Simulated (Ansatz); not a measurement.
Runs of Ansatz 0.2.0 on WC. It takes space group Fm-3m (No. 225, cubic). Conventional cell: a = 4.385 Å, b = 4.385 Å, c = 4.385 Å, α = 90.00°, β = 90.00°, γ = 90.00°. W (site symmetry m-3m) has 6 C at 2.19 Å as nearest neighbours. C (site symmetry m-3m) is surrounded by 6 W at 2.19 Å. Measurements of this composition are mostly on another form, of space group No. 187.

```csv
task,level,potentials or basis,k mesh,cutoff (eV),smearing,basis error allowed,mesh quality,gap on the mesh (eV),pressure (GPa),V0 of scaled cells (Å³/atom),B0 (GPa)
equation of state,PBEsol,"all-electron LAPW, scalar-relativistic",10 × 10 × 10,-,fermi-dirac 0.05 eV,0.001 eV/atom,not flagged,-,-,10.25,389
band structure,LDA,"all-electron LAPW, scalar-relativistic",10 × 10 × 10,337,fermi-dirac 0.05 eV,0.001 eV/atom,not flagged,-,(a),-,-
density of states,PBEsol,all-electron PAW datasets made for the crystal,10 × 10 × 10,340,fermi-dirac 0.05 eV,-,not flagged,none,-10.2,-,-
phonons,PBEsol,"all-electron LAPW, scalar-relativistic",10 × 10 × 10,360,fermi-dirac 0.05 eV,0.001 eV/atom,not flagged,none,-,-,-
band structure,PBEsol,"all-electron LAPW, scalar-relativistic",10 × 10 × 10,336,fermi-dirac 0.05 eV,0.001 eV/atom,not flagged,-,-10.2,-,-
equation of state,LDA,"all-electron LAPW, scalar-relativistic",10 × 10 × 10,-,fermi-dirac 0.05 eV,0.001 eV/atom,not flagged,-,-,(b),404
single point,PBEsol,"all-electron LAPW, scalar-relativistic",6 × 6 × 6,336,fermi-dirac 0.03 eV,0.001 eV/atom,coarse,none,-9.4,-,-
```

Alike in all rows: no spin polarisation; cell as given.

Estimate the missing entries.

(a) -16.1; (b) 10.09.

Caveats: some runs use coarse meshes; the program warned that the printed levels may be off, so bands, gaps and densities of states are rough (some runs); a metal's response needs a denser mesh (some runs); the k mesh is thin for a metal, which can move the energy by tens of meV per atom (some runs).

A k mesh can miss the band edges, and the runs leave out spin-orbit coupling on W.

A gap of «none» marks a metal or a gap under the smearing width.

Not every run made on this cell is shown here.
